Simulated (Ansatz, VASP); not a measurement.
## Mo in VASP and in Ansatz

INCAR

```
PREC = Accurate
ENCUT = 520
EDIFF = 1E-7
ISMEAR = 0
SIGMA = 0.15
LREAL = False
LASPH = True
NELM = 150
ALGO = Normal
ISIF = 2
LWAVE = False
LCHARG = True
MAGMOM = 0 0 0
LORBIT = 11
LSORBIT = True
GGA_COMPAT = False
LORBMOM = True
LMAXMIX = 4
GGA = B5
ALDAX = 1.0
AGGAX = 1.0
AGGAC = 1.0
ALDAC = 0.0
IVDW = 13
VDW_S6 = 1.0
VDW_S8 = 2.34076671
VDW_A1 = 0.44488865
VDW_A2 = 4.0933009
LVHAR = True
NBANDS = 25
```

Contents of KPOINTS:

```
regular mesh
0
Gamma
  8 8 8
```

File POSCAR:

```
Mo
1.0
    0.0000000000      1.9738660091      1.9738660091
    1.9738660091      0.0000000000      1.9738660091
    1.9738660091      1.9738660091      0.0000000000
Mo
1
Direct
    0.0000000000      0.0000000000      0.0000000000
```

input.yaml

```yaml
crystal:
  lattice:
    - [0.0, 1.9738660091, 1.9738660091]
    - [1.9738660091, 0.0, 1.9738660091]
    - [1.9738660091, 1.9738660091, 0.0]
  atoms:
    - { symbol: Mo, position: [0.0, 0.0, 0.0] }
kpoints:
  mp_grid: { grid: [8, 8, 8] }
scf:
  occupations: { method: gaussian, width: 0.15 }
hamiltonian:
  xc: blyp
  dispersion: d4
  pseudopotentials: { kind: all_electron, lapw: { basis_error: 0.002 } }
magnetization:
  noncollinear: true
  spin_orbit: true
output:
  forces: true
  stress: true
  eigenvalues: true
```

Change from the starting cell: volume scaled by 0.94.

Alike in both runs: task single point; functional BLYP; dispersion D4; k mesh 8 × 8 × 8; occupations gaussian, width 0.15 eV; non-collinear spin, spin-orbit coupling.

|  | VASP | Ansatz |
| --- | --- | --- |
| version | VASP 6.6.1 | Ansatz 0.2.0 |
| potentials or method | VASP PAW PBE potentials, release 64 (Mo_sv) | all-electron LAPW, relativistic spinors |
| plane-wave cutoff (eV) | 520 | see its input |

```tsv
	VASP	Ansatz	Ansatz less VASP
gap on the k mesh at the Fermi level (eV)	none	none	-
pressure (GPa)	8.7	7.8	-0.86
net moment per atom (μB)	0.00	0.00	0.000
dispersion energy (meV/atom)	-1184.2	-1184.2	-0.06
```

A gap of «none» marks a metal or a gap that the smearing closes. Ansatz ran all-electron here, so the differences hold the error of VASP's frozen core and of both bases.

Caveats: the PAW data sets were made with another functional, which shifts forces and pressure a little (VASP); the k mesh is thin for a metal, which can move the energy by tens of meV per atom (Ansatz); pairwise dispersion overbinds metals, which lowers pressure and volume (Ansatz).
